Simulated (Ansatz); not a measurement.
Input and command of a calculation in Ansatz (plane waves; scalar-relativistic PAW potentials unless the input names others):

```yaml
crystal:
  lattice:
    - [3.6485679375, 0.0, 0.0]
    - [0.0, 5.674104, 0.0]
    - [0.0, 0.0, 4.22197]
  atoms:
    - { symbol: Sn, position: [0.0, 0.231909, 0.513144] }
    - { symbol: Sn, position: [0.5, 0.768091, 0.013144] }
    - { symbol: O, position: [0.0, 0.89125, 0.736857] }
    - { symbol: O, position: [0.5, 0.10875, 0.236857] }
basis:
  ecutwfc: "29.4 Ry"
kpoints:
  mp_grid: { grid: [8, 6, 6] }
hamiltonian:
  xc: lda
scf:
  occupations: { method: gaussian, width: 0.05 }
output:
  forces: true
  eigenvalues: true
  stress: true
```

```bash
ansatz run input.yaml --threads 1 --pin off --max-ram 2560MiB --backend cpu --events-out ev --progress --plain --runs-dir out
```

Abridged log:
```
Warning: basis.ecutwfc = 400.00737781 eV is below the records' recommended 420 eV, and the density's cutoff is lower with it unless basis.ecutrho_ratio is high enough to keep the records' density cutoff: compare with a run at a higher cutoff
Basis set: ecut = 400.00737781 eV, 1569 PW (Γ)
Bands: 24, of which v1, the nominal top of the filled ones, is band 20 counted from 1 (19 counted from 0)
Symmetry: 4 space group operations
k-points: 80 of 288 (time reversal used)
SCF iter   1: F=—  HF=-12868.807957 eV  |F-HF|=—  |Δ(HF+E_count)|=         —  Δρ=1.53e-2  dr2=2.02e-1  ethr=1.77e-3  ⟨swp⟩=6.1  Hψ=8907  notcnv=0
SCF iter   2: F=—  HF=-12868.777110 eV  |F-HF|=—  |Δ(HF+E_count)|=   3.08e-2  Δρ=8.87e-3  dr2=5.55e-2  ethr=5.06e-4  ⟨swp⟩=2.1  Hψ=3583  notcnv=0
SCF iter   3: F=—  HF=-12868.765510 eV  |F-HF|=—  |Δ(HF+E_count)|=   1.16e-2  Δρ=1.82e-3  dr2=1.51e-3  ethr=1.39e-4  ⟨swp⟩=2.0  Hψ=2785  notcnv=0
SCF iter   4: F=—  HF=-12868.765092 eV  |F-HF|=—  |Δ(HF+E_count)|=   4.18e-4  Δρ=3.36e-4  dr2=9.68e-5  ethr=3.78e-6  ⟨swp⟩=2.5  Hψ=3292  notcnv=0
SCF iter   5: F=—  HF=-12868.765076 eV  |F-HF|=—  |Δ(HF+E_count)|=   1.62e-5  Δρ=8.24e-5  dr2=6.43e-6  ethr=2.42e-7  ⟨swp⟩=2.0  Hψ=2560  notcnv=0
SCF iter   6: F=—  HF=-12868.765075 eV  |F-HF|=—  |Δ(HF+E_count)|=   1.12e-6  Δρ=1.62e-5  dr2=3.03e-7  ethr=1.61e-8  ⟨swp⟩=2.6  Hψ=3181  notcnv=0
SCF iter   7: F=-12868.765075 eV  HF=-12868.765075 eV  |F-HF|=1.65e-8  |Δ(HF+E_count)|=   5.50e-8  Δρ=5.40e-6  dr2=2.77e-8  ethr=2.50e-10  ⟨swp⟩=6.8  Hψ=8386  notcnv=0
SCF 1 converged in 7 iterations: F = -12868.765075 eV  dr2 = 2.77e-8
SCF converged after 7 iterations
Free energy (F): -12868.765075 eV
Harris-Foulkes:  -12868.765075 eV  (|F-HF|=1.65e-8)
Internal energy: -12868.765075 eV  (E = F + TS)
E sigma→0 (E₀):  -12868.765075 eV
Fermi energy:    6.612998 eV
--- Forces (eV/Å), atoms counted from 1 ---
  atom   1  Sn     0.00000000    -1.43649637    -0.50421266
  atom   2  Sn     0.00000000     1.43649637    -0.50421266
  atom   3  O      0.00000000     0.16505220     0.50421086
  atom   4  O      0.00000000    -0.16505220     0.50421086
--- Stress (GPa, compression-positive) ---
      -14.343712       0.000000       0.000000
        0.000000      -8.383202       0.000000
        0.000000       0.000000      -7.899904
  P = ⅓ Tr σ = -10.2089 GPa (-102.089 kbar)
```

Apart from outputs and empty bands, the input differs from a reference run on usual settings in basis.ecutwfc: 420 → "29.4 Ry". The reference, at the same geometry (not necessarily relaxed), gave pressure -10.21 GPa, largest force 1.524 eV/Å, gap on the mesh 1.35 eV. This run converged in 7 SCF iterations (reference: 7) with an energy at zero smearing 6.40 meV/atom above the reference's, pressure -10.21 GPa, largest force 1.522 eV/Å, gap on the mesh 1.35 eV. Its cutoff is looser than usual, and the result moved.

The run took 13 s on 1 thread of Arm Neoverse V1 (shared host), peak memory 0.36 GiB.